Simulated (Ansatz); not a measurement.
## KF: two-dimensional strain map

Theory: Ansatz 0.2.0, DFT PBE, scalar-relativistic, plane waves, PAW. Settings: plane waves to 420 eV, k-mesh 8×8×8 (Γ-centred), Gaussian smearing 0.05 eV. No spin polarisation. Energies are free energies at this smearing, counted from the undisturbed cell; pressure is positive in compression.

Zero of the scan (as given, not relaxed at this level; it stands at 1.3 GPa):

```
K F
1.0
     0.00000    2.67350    2.67350
     2.67350    0.00000    2.67350
     2.67350    2.67350    0.00000
K F
1 1
Cartesian
  0.0000 0.0000 0.0000
  2.6735 2.6735 2.6735
```

The cell is strained by p along both x and y and by q along z, fractional coordinates fixed. Points are written (p, q).

Energy above the undisturbed cell in meV/atom (a dash: not computed):

```
 p \ q  -0.050  -0.025  0.000  0.025  0.050
-0.050    79.5    59.8   48.2   42.3      ?
-0.025    41.5    24.4   15.2   11.5   11.9
 0.000    21.5     7.0    0.0   -1.4    1.0
 0.025    14.9     2.8   -1.9   -1.3    3.2
 0.050    18.0       ?      ?      ?   15.0
```

Fill in the withheld energies.

(-0.050, 0.050): 40.6; (0.050, -0.025): 8.3; (0.050, 0.000): 5.8; (0.050, 0.025): 8.5.